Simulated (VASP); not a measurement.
# W (Im-3m) in VASP: notebook

One crystal, W, is run at these levels: PBE; tasks: single point.

Everything below comes from runs of VASP 6.6.1. Logs are shortened: lines on timing, memory, paths and dates and some standing lists are left out, and cuts for length are marked.

## (1) The crystal as given

The structure is cubic, space group Im-3m (No. 229). Conventional cell: a = 3.165 Å, b = 3.165 Å, c = 3.165 Å, α = 90.00°, β = 90.00°, γ = 90.00°. W (site symmetry m-3m) is surrounded by 8 W at 2.74 Å.

## (2) Single point, PBE

File INCAR:

```
SYSTEM = W
ADDGRID = .False. ; ALGO = Normal
EDIFF = 1E-7 ; ENCUT = 460
GGA = PE ; ISIF = 2
ISMEAR = -1 ; LASPH = .True.
LCHARG = .False. ; LREAL = .False.
LWAVE = .False. ; NELM = 100
PREC = Accurate ; SIGMA = 0.2
```

File KPOINTS:

```
k-points
0
Gamma
  15 15 15
  0 0 0
```

File POSCAR:

```
W
1.0
   -1.5823450000      1.5823450000      1.5823450000
    1.5823450000     -1.5823450000      1.5823450000
    1.5823450000      1.5823450000     -1.5823450000
W
1
Direct
    0.0000000000      0.0000000000      0.0000000000
```

Potentials or basis: VASP PAW PBE potentials, release 64 (W).

Launch:

```console
cat potpaw_PBE.64/W/POTCAR > POTCAR
mpirun -np 1 vasp_std > vasp.out
```

OUTCAR:

```text
SYSTEM = W
   EDIFF = 1E-7
   ENCUT = 460
   GGA = PE
   ISIF = 2
   ISMEAR = -1
   LASPH = .True.
   LREAL = .False.
   NELM = 100
   PREC = Accurate

 Found    120 irreducible k-points:

 Following reciprocal coordinates:
            Coordinates               Weight
  0.000000  0.000000  0.000000      1.000000
  0.066667  0.000000  0.000000     12.000000
  0.133333  0.000000  0.000000     12.000000
  0.200000  0.000000  0.000000     12.000000
  0.266667  0.000000  0.000000     12.000000
  0.333333  0.000000  0.000000     12.000000
   k-points           NKPTS =    120   k-points in BZ     NKDIM =    120   number of bands    NBANDS=      7
   number of dos      NEDOS =    301   number of ions     NIONS =      1
   total plane-waves  NPLWV =   8000
   dimension x,y,z NGX =    20 NGY =   20 NGZ =   20
   dimension x,y,z NGXF=    40 NGYF=   40 NGZF=   40
   ions per type =               1
   NGX,Y,Z   is equivalent  to a cutoff of  12.13, 12.13, 12.13 a.u.
   NGXF,Y,Z  is equivalent  to a cutoff of  24.26, 24.26, 24.26 a.u.
 SYSTEM =  W
   PREC   = accura    normal or accurate (medium, high low for compatibility)
   ISTART =      0    job   : 0-new  1-cont  2-samecut
   ICHARG =      2    charge: 1-file 2-atom 10-const
   ISPIN  =      1    spin polarized calculation?
   LNONCOLLINEAR =      F non collinear calculations
   LSORBIT =      F    spin-orbit coupling
   LASPH  =      T    aspherical Exc in radial PAW
   ENCUT  =  460.0 eV  33.81 Ry    5.81 a.u.   4.79  4.79  4.79*2*pi/ulx,y,z
   NELM   =    100;   NELMIN=  2; NELMDL= -5     # of ELM steps
   EDIFF  = 0.1E-06   stopping-criterion for ELM
   LREAL  =      F    real-space projection
   EDIFFG = 0.1E-05   stopping-criterion for IOM
   NSW    =      0    number of steps for IOM
   IBRION =     -1    ionic relax: 0-MD 1-quasi-New 2-CG
   NFREE  =      0    steps in history (QN), initial steepest desc. (CG)
   ISIF   =      2    stress and relaxation
   ISYM   =      2    0-nonsym 1-usesym 2-fastsym
   POTIM  = 0.5000    time-step for ionic-motion
   TEBEG  =    0.0;   TEEND  =   0.0 temperature during run
   PSTRESS=    0.0 pullay stress
   NELECT =       6.0000    total number of electrons
   NUPDOWN=      -1.0000    fix difference up-down
   EMIN   =  10.00;   EMAX   =-10.00  energy-range for DOS
   EFERMI =   0.00;   METHOD = LEGACY
   ISMEAR =    -1;   SIGMA  =   0.20  broadening in eV -4-tet -1-fermi 0-gaus
   EFERMI_NEDOS =   21; number of points for ismear=-14 and -15
   IALGO  =     38    algorithm
   IMIX   =      4    mixing-type and parameters
     AMIX     =   0.40;   BMIX     =  1.00
     AMIX_MAG =   1.60;   BMIX_MAG =  1.00
  volume/ion in A,a.u.               =      15.85       106.94
  Fermi-wavevector in a.u.,A,eV,Ry     =   1.184325  2.238049 19.083867  1.402625
  Thomas-Fermi vector in A             =   2.320541
   LORBIT       =      0    0 simple, 1 ext, 2 COOP (PROOUT), +10 PAW based schemes
   GGA     = PE    functional components
   LHFCALC =     F    Hartree Fock is set to
   AEXX    =    0.0000 exact exchange contribution
   IVDW    =     0    specifies the selected vdW correction
   LEPSILON=     F    determine dielectric tensor
   LRPA    =     F    only Hartree local field effects (RPA)
 non-spin polarized calculation
  energy-cutoff  :      460.00
  volume of cell :       15.85
 maximum number of plane-waves:       370
   NGX =  9   NGY =  9   NGZ =  9

 number of electron       6.0000001 magnetization

 Free energy of the ion-electron system (eV)
  ---------------------------------------------------
  ext. energy  EPLUGINS =         0.00000000
  ---------------------------------------------------
  free energy    TOTEN  =       -13.04939840 eV

  energy without entropy =      -12.98300599  energy(sigma->0) =      -13.01620220

 E-fermi :   7.7807     XC(G=0): -13.1424

 val. band max:        7.7663719342   @ k =  -0.3333   0.4000   0.2667
 cond. band min:       7.9127571722   @ k =  -0.2667   0.2667   0.1333
 fundamental gap:      0.1463852380
 Fermi energy:         7.7806744278

 k-point     1 :       0.0000    0.0000    0.0000
  band No.  band energies     occupation
      1      -1.7966      2.00000
      2       6.5755      1.99518
      3       6.5755      1.99518
      4       6.5755      1.99518
      5      10.0533      0.00002
      6      10.0534      0.00002
      7      23.0471      0.00000

 k-point     2 :       0.0667    0.0000    0.0000
  band No.  band energies     occupation
      1      -1.5871      2.00000
      2       6.4466      1.99747
      3       6.5467      1.99583
      4       6.7842      1.98638
      5       9.8531      0.00006
      6      10.0569      0.00002
      7      23.2260      0.00000

 k-point     3 :       0.1333    0.0000    0.0000
  band No.  band energies     occupation
      1      -0.9900      2.00000
      2       6.1015      1.99955
      3       6.4091      1.99790
      4       7.4004      1.74009
      5       9.4846      0.00040
      6      10.0808      0.00002
      7      23.6153      0.00000

 k-point     4 :       0.2000    0.0000    0.0000
  band No.  band energies     occupation
      1      -0.1141      2.00000
      2       5.6372      1.99996
      3       6.1295      1.99948
      4       8.3929      0.08947
      5       9.3368      0.00084
      6      10.1542      0.00001
      7      23.6621      0.00000

 k-point     5 :       0.2667    0.0000    0.0000
  band No.  band energies     occupation
      1       0.8040      2.00000
      2       5.1553      2.00000
      3       5.9609      1.99978
      4       9.4987      0.00037
      5       9.7020      0.00013
      6      10.2998      0.00001
      7      22.8158      0.00000

 k-point     6 :       0.3333    0.0000    0.0000
  band No.  band energies     occupation
      1       1.4071      2.00000
      2       4.7352      2.00000
      3       6.3449      1.99848
      4       9.8010      0.00008
      5      10.5119      0.00000
      6      11.2179      0.00000
      7      21.5447      0.00000

 [... further k-points ...]

------------------------ aborting loop because EDIFF is reached ----------------------------------------

  FORCE on cell =-STRESS in cart. coord.  units (eV):
  Direction    XX          YY          ZZ          XY          YZ          ZX
  --------------------------------------------------------------------------------------
  -------------------------------------------------------------------------------------
  Total        0.2313040      0.2313040      0.2313040      0.0000000     -0.0000000      0.0000000
  in kB       23.3846089     23.3846089     23.3846089      0.0000000     -0.0000000      0.0000000
  external PRESSURE =      23.3846089 kB  Pullay stress =       0.0000000 kB

 VOLUME and BASIS-vectors are now :
 -----------------------------------------------------------------------------
  energy-cutoff  :      460.00
  volume of cell :       15.85
      direct lattice vectors                 reciprocal lattice vectors
    -1.582345000  1.582345000  1.582345000     0.000000000  0.315986716  0.315986716
     1.582345000 -1.582345000  1.582345000     0.315986716  0.000000000  0.315986716
     1.582345000  1.582345000 -1.582345000     0.315986716  0.315986716  0.000000000

 POSITION                                       TOTAL-FORCE (eV/Angst)
 -----------------------------------------------------------------------------------
      0.00000      0.00000      0.00000         0.000000     -0.000000      0.000000
 -----------------------------------------------------------------------------------
    total drift:                               -0.000000      0.000000      0.000000

  FREE ENERGIE OF THE ION-ELECTRON SYSTEM (eV)
  ---------------------------------------------------
  free  energy   TOTEN  =       -13.0493983974 eV

  energy  without entropy=      -12.9830059942  energy(sigma->0) =      -13.01620220
```

Run time: 6.2 s. Hardware: 1 thread of AMD EPYC 9R45 (Zen 5), shared host; peak memory 0.1 GiB.

The run converged, but some of its settings lie outside the range that counts as converged, so its numbers aren't taken as properties of the crystal.

Results:

| Item | Value |
| --- | --- |
| Free energy | -13.0494 eV |
| Pressure | 2.3 GPa |
| Band gap on the k mesh | none (metal or under the smearing width) |

## (3) Single point, PBE

File INCAR:

```
SYSTEM = W
ADDGRID = .False. ; ALGO = Normal
EDIFF = 1E-7 ; ENCUT = 900
GGA = PE ; ISIF = 2
ISMEAR = 1 ; LASPH = .True.
LCHARG = .False. ; LREAL = .False.
LWAVE = .False. ; NELM = 100
PREC = Accurate ; SIGMA = 0.2
```

File KPOINTS:

```
k-points
0
Gamma
  11 11 11
  0 0 0
```

POSCAR is that of step 2.

Potentials or basis: VASP PAW PBE potentials, release 64 (W).

Launch:

```console
cat potpaw_PBE.64/W/POTCAR > POTCAR
mpirun -np 1 vasp_std > vasp.out
```

Run time: 8.7 s. Hardware: 1 thread of AMD EPYC 9R45 (Zen 5), shared host; peak memory 0.14 GiB.

These settings aren't checked as converged: the numbers below hold their error.

Results:

```yaml
Free_energy: -12.9997 eV
Pressure: 2.4 GPa
Band_gap_on_the_k_mesh: none (metal or under the smearing width)
```

## (4) For comparison

An earlier run on the cell as given: functional PBE; potentials or basis VASP PAW PBE potentials, release 64 (W_sv); cutoff 520 eV; k mesh 12 × 12 × 12; occupations fermi-dirac, width 0.05 eV; no spin polarisation.

- Pressure: 6.4 GPa
- Band gap on the k mesh: none (metal or under the smearing width)
